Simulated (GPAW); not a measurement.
## Y in GPAW: convergence with k mesh

Input of the first run (k mesh 2 × 2 × 2); the others differ in this setting and in those tied to it:

The input run.py:

```python
from ase.dft.bandgap import bandgap
from ase.io import read, write
from ase.units import GPa
from gpaw import GPAW, PW

atoms = read('POSCAR')

calc = GPAW(mode=PW(600),
            xc='MGGA_X_R2SCAN+MGGA_C_R2SCAN',
            kpts={'size': (2, 2, 2), 'gamma': True},
            occupations={'name': 'fermi-dirac', 'width': 0.05},
            nbands=14,
            convergence={'density': 1e-05, 'energy': 1e-05},
            maxiter=100,
            txt='gpaw.txt')
atoms.calc = calc
energy = atoms.get_potential_energy()
forces = atoms.get_forces()
stress = atoms.get_stress()
calc.write('gs.gpw')
write('result.traj', atoms)
print(f'Energy: {energy:.6f} eV')
print('Forces (eV/A):')
print(forces.round(4))
print('Stress (GPa):', (stress / GPa).round(3))
print('Fermi level:', round(calc.get_fermi_level(), 4), 'eV')
print(f'Gap: {bandgap(calc)[0]:.4f} eV, direct: {bandgap(calc, direct=True)[0]:.4f} eV')
```

Contents of POSCAR:

```
Y
1.0
    0.0000000000      2.5519910612      2.5519910612
    2.5519910612      0.0000000000      2.5519910612
    2.5519910612      2.5519910612      0.0000000000
Y
1
Direct
    0.0000000000      0.0000000000      0.0000000000
```

Potentials or basis: GPAW PAW data sets (gpaw-data 1.2.1), pw.

Launch:

```console
$ OMP_NUM_THREADS=1 python run.py
```

This isn't the form of Y at room conditions, which is hcp.

Hardware: 1 thread of Arm Neoverse V1 (shared host).

Problem. The values tried are 2 × 2 × 2, 3 × 3 × 3, 4 × 4 × 4, 5 × 5 × 5, 6 × 6 × 6, 7 × 7 × 7, 8 × 8 × 8, 10 × 10 × 10, 12 × 12 × 12, loosest first. From which on does the pressure stay within 0.1 GPa of the tightest run that finished?

Solution. From 10 × 10 × 10 on.

```tsv
k mesh	energy less the tightest run, at zero smearing (meV/atom)	pressure (GPa)	SCF cycles	CPU time (s)	peak memory (GiB)
2 × 2 × 2	-964.71	-13.14	11	6.6	0.22
3 × 3 × 3	96.75	-0.56	10	7.6	0.22
4 × 4 × 4	-1.22	0.66	10	12	0.22
5 × 5 × 5	57.90	0.90	11	15	0.22
6 × 6 × 6	-7.76	0.16	11	22	0.23
7 × 7 × 7	-3.73	-0.07	11	29	0.23
8 × 8 × 8	-2.15	-0.29	10	36	0.23
10 × 10 × 10	2.18	-0.02	11	64	0.24
12 × 12 × 12	0.00	-0.02	11	95	0.25
```

Not settled before the last step: the energy (to 1 meV/atom). Meshes of other sizes hit other points, so gaps and Fermi surfaces needn't settle smoothly. The tightest run that finished is the yardstick and may itself not be fully converged.

Caveat, for the tightest run too: the PAW data sets were made with another functional, which shifts forces and pressure a little.
